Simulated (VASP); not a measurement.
Set up this calculation in VASP 6.6.1, as the native input.

```
Task                   : electrostatic potential
Functional             : LDA
Potentials or basis    : VASP PAW LDA potentials, release 64 (Pb_d)
Cutoff                 : 520 eV
k mesh                 : 7 × 7 × 4
Occupations            : fermi-dirac, width 0.1 eV
Spin                   : spin-orbit coupling, no magnetisation
Further INCAR settings : ALGO = Normal; EDIFF = 1e-07
```

The structure of Pb lies in POSCAR:

```
Pb
1.0
    3.5704297767      0.0000000000      0.0000000000
   -1.7852148883      3.0920828890      0.0000000000
    0.0000000000      0.0000000000      5.7352593252
Pb
2
Direct
    0.6666666667      0.3333333333      0.7500000000
    0.3333333333      0.6666666667      0.2500000000
```

This isn't the form of Pb at room conditions, which is fcc.

The cell isn't the ideal one: volume scaled by 1.08.

One way to write it, as run:

INCAR

```
PREC = Accurate ; ENCUT = 520
EDIFF = 1E-7 ; ISMEAR = -1
SIGMA = 0.1 ; LREAL = False
LASPH = True ; NELM = 100
ALGO = Normal ; ISIF = 2
LWAVE = False ; LCHARG = True
MAGMOM = 0 0 0 0 0 0 ; LORBIT = 11
LSORBIT = True ; GGA_COMPAT = False
GGA = CA ; LVHAR = True
```

KPOINTS

```
regular mesh
0
Gamma
  7 7 4
```

Potentials or basis: VASP PAW LDA potentials, release 64 (Pb_d).

The run is started by

```console
$ cat potpaw_LDA.64/Pb_d/POTCAR > POTCAR
$ mpirun -np 1 vasp_ncl > vasp.out
```

It gave:

The pressure is -3.4 GPa and the valence electrons inside the program's atomic spheres are Pb 11.95.

It took 110 s on 1 thread of Intel(R) Xeon(R) Platinum 8375C CPU @ 2.90GHz (Ice Lake), on a shared host, peak memory 0.29 GiB.
